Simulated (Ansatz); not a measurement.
**TiSi2: course of a relaxation**

These are results of DFT PBEsol, scalar-relativistic, plane waves, PAW in Ansatz, not measurements. (420 eV cutoff, 10×10×10 k-mesh, Gaussian smearing of 0.10 eV, no spin polarisation)

What was changed: relaxed at 8 GPa.

Command:

```bash
ansatz run input.yaml --threads 1 --pin off --max-ram 2560MiB --backend cpu --events-out ev --progress --plain --runs-dir out
```

Input:

```yaml
crystal:
  lattice:
    - [0.0, 4.0199169113, 4.1853840994]
    - [2.3416482535, 0.0, 4.1853840994]
    - [2.3416482535, 4.0199169113, 0.0]
  atoms:
    - { symbol: Ti, position: [0.75, 0.75, 0.75] }
    - { symbol: Ti, position: [0.5, 0.5, 0.5] }
    - { symbol: Si, position: [0.0860917544, 0.4139082456, 0.0860917544] }
    - { symbol: Si, position: [0.4139082456, 0.0860917544, 0.4139082456] }
    - { symbol: Si, position: [0.1639082456, 0.8360917544, 0.1639082456] }
    - { symbol: Si, position: [0.8360917544, 0.1639082456, 0.8360917544] }
basis:
  ecutwfc: 420
kpoints:
  mp_grid: { grid: [10, 10, 10] }
hamiltonian:
  xc: pbesol
scf:
  occupations: { method: gaussian, width: 0.1 }
output:
  forces: true
  stress: true
  eigenvalues: true
relax:
  adjacent_minimum: "off"
  f_tol: 0.008
  max_steps: 50
  cell: { stress_tol: 0.08, p_target: 8.0 }
```

F is the free energy. Steps run on the plane waves of an earlier cell, but the last one, and at times one on the way, on a freshly chosen basis, so a repeated geometry can differ a little in energy. The relaxation lowers the enthalpy F + PV at the target pressure, so F itself can rise.

Steps:

```json
{"step": "1", "F − F(1) (eV)": "0.0000", "largest force component (eV/Å)": "0.014", "V (Å³/atom)": "13.133", "P (GPa)": "8.33"}
{"step": "2", "F − F(1) (eV)": "-0.0033", "largest force component (eV/Å)": "0.001", "V (Å³/atom)": "13.141", "P (GPa)": "8.09"}
{"step": "3", "F − F(1) (eV)": "-0.0054", "largest force component (eV/Å)": "0.000", "V (Å³/atom)": "13.148", "P (GPa)": "8.00"}
{"step": "4", "F − F(1) (eV)": "-0.0054", "largest force component (eV/Å)": "0.000", "V (Å³/atom)": "13.148", "P (GPa)": "8.00"}
```

Relaxed structure:

```cif
data_structure
_symmetry_space_group_name_H-M 'P 1'
_symmetry_Int_Tables_number 1
_cell_length_a 5.8069
_cell_length_b 4.8046
_cell_length_c 4.6480
_cell_angle_alpha 75.785
_cell_angle_beta 53.327
_cell_angle_gamma 50.888
_cell_volume 78.89
loop_
_atom_site_label
_atom_site_type_symbol
_atom_site_fract_x
_atom_site_fract_y
_atom_site_fract_z
_atom_site_occupancy
Ti1 Ti 0.75000 0.75000 0.75000 1
Ti2 Ti 0.50000 0.50000 0.50000 1
Si1 Si 0.08596 0.41404 0.08596 1
Si2 Si 0.41404 0.08596 0.41404 1
Si3 Si 0.16404 0.83596 0.16404 1
Si4 Si 0.83596 0.16404 0.83596 1
```

The structure is orthorhombic, space group Fddd (No. 70). The conventional cell has a = 4.684 Å, b = 8.030 Å, c = 8.391 Å, α = 90.00°, β = 90.00°, γ = 90.00°. Ti (site symmetry 222) is surrounded by 10 Si at 2.50 to 2.70 Å. Si (site symmetry 2) has 5 Si at 2.48 to 2.72 Å and 5 Ti at 2.50 to 2.70 Å as nearest neighbours.

The run converged. Time: 68 s on 1 thread of Intel(R) Xeon(R) Platinum 8488C (Sapphire Rapids), on a shared host, peak memory 0.63 GiB.